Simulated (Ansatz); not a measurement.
The system is MnS.

```
Mn S
1.0
     0.00000    2.60450    2.60450
     2.60450    0.00000    2.60450
     2.60450    2.60450    0.00000
Mn S
1 1
Direct
  0.00000 0.00000 0.00000
  0.50000 0.50000 0.50000
```

* Program: Ansatz 0.2.0
* Task: relaxation of cell and atoms
* Functional: LDA
* Potentials or basis: Ansatz PAW
* Cutoff: 420 eV (not typed: the program's choice for these potentials)
* k mesh: 9 × 9 × 9
* Occupations: fermi-dirac, width 0.05 eV
* Spin: collinear spin, ferromagnetic start
* Starting moments: [4.0, 0.0] μB

At the start: volume 17.67 Å³/atom.

Q: Where does the relaxation end?

A: It ends after 7 steps and the volume is 13.87 Å³/atom (-21.5 %); space group Fm-3m (No. 225, to 0.05 Å); moment 3.63 μB per cell.

Step by step:
| step | energy change (eV) | largest force (eV/Å) | volume (Å³) |
| --- | --- | --- | --- |
| 1 | 0.0000 | 0.0000 | 35.33 |
| 2 | -0.2739 | 0.0000 | 30.97 |
| 3 | -0.3374 | 0.0000 | 26.48 |
| 4 | -0.3538 | 0.0000 | 27.94 |
| 5 | -0.3542 | 0.0000 | 27.78 |
| 6 | -0.3542 | 0.0000 | 27.73 |
| 7 | -0.3531 | 0.0000 | 27.73 |

Final structure:
```cif
data_structure
_symmetry_space_group_name_H-M 'P 1'
_symmetry_Int_Tables_number 1
_cell_length_a 3.3976
_cell_length_b 3.3976
_cell_length_c 3.3976
_cell_angle_alpha 60.000
_cell_angle_beta 60.000
_cell_angle_gamma 60.000
_cell_volume 27.73
loop_
_atom_site_label
_atom_site_type_symbol
_atom_site_fract_x
_atom_site_fract_y
_atom_site_fract_z
_atom_site_occupancy
Mn1 Mn 0.00000 0.00000 0.00000 1
S1 S 0.50000 0.50000 0.50000 1
```

Caveat: the volume moved by over 15 % at a fixed basis, so the end points are rough; the plane-wave basis is chosen anew once the cell has moved, so the energies of steps on either side of that aren't comparable; the volume moved by -22 % from the deposited cell, more than functionals usually miss; a cell with one magnetic atom can't hold antiferromagnetic order, which such compounds often take; the PAW data sets come from PBE, with cores solved anew for the run's functional, which leaves a small shift of forces and pressure.
